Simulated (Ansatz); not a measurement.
KBr built on the zincblende prototype, relaxed with r2SCAN, was run in the PAW code Ansatz under altered settings. All numbers are computed, without spin polarisation but where a row says otherwise.

```
CELL_PARAMETERS angstrom
0.00000 3.68830 3.68830
3.68830 0.00000 3.68830
3.68830 3.68830 0.00000
ATOMIC_POSITIONS crystal
K 0.00000 0.00000 0.00000
Br 0.25000 0.25000 0.25000
```

The base run's other keys:
```yaml
kpoints:
  mp_grid: { grid: [4, 4, 4] }
hamiltonian:
  xc: hse06
scf:
  occupations: { method: fixed }
  n_extra_bands: 4
```

It takes 10 iterations with 1917 plane waves at 420 eV and 8 k points, and leaves a mean stress of +0.15 GPa. The gap over this mesh is 5.392 eV. It ran on 4 threads of Arm Neoverse N1 (shared host).

Outcomes, with energy and stress as changes against the base:
```tsv
setting	outcome	ΔF (meV/atom)	Δ mean stress (GPa)	gap on the mesh (eV)	iterations	wall time
PBE hybrid, exx coeff 0.4, unscreened	converged	–	-0.1	7.255	15	15 s
hamiltonian.xc: cam_b3lyp	converged	–	0.0	8.065	12	16 s
PBE hybrid, exx coeff 0.5, unscreened	converged	–	-0.1	8.018	16	15 s
PBE hybrid, exx coeff 0.2, omega 0.5 1/Å	converged	–	0.0	4.718	10	13 s
basis.ecutrho_ratio: 12	converged	0.0	0.0	5.392	10	16 s
```
A dash marks a value that wasn't obtained or can't be compared. Stress is positive in compression. The base took 13 s.

- PBE hybrid, exx coeff 0.4, unscreened. That is 40 % exact exchange, at all ranges, against HSE06's 25 % screened at 0.208 1/Å. The mean stress moves by -0.1 GPa and the gap on the mesh by +1.863 eV (to 7.255). Totals of different functionals aren't comparable.
- hamiltonian.xc: cam_b3lyp. The mean stress moves by 0.0 GPa and the gap on the mesh by +2.673 eV (to 8.065). It's another functional on the same cell, so totals aren't comparable.
- PBE hybrid, exx coeff 0.5, unscreened. That is 50 % exact exchange, at all ranges, against HSE06's 25 % screened at 0.208 1/Å. The mean stress moves by -0.1 GPa and the gap on the mesh by +2.626 eV (to 8.018). Totals of different functionals aren't comparable.
- PBE hybrid, exx coeff 0.2, omega 0.5 1/Å. That is 20 % exact exchange, screened with ω = 0.5 1/Å, against HSE06's 25 % screened at 0.208 1/Å. The mean stress moves by 0.0 GPa and the gap on the mesh by -0.674 eV (to 4.718). Totals of different functionals aren't comparable.

Within 1 meV an atom, 0.1 GPa and 0.005 eV of the base stay: basis.ecutrho_ratio: 12.

Spin-orbit coupling is left out.

The program warns that its thresholds are loose for a hybrid's stress.

The meshes of the hybrids are coarse, so their gaps aren't converged to the digits shown.
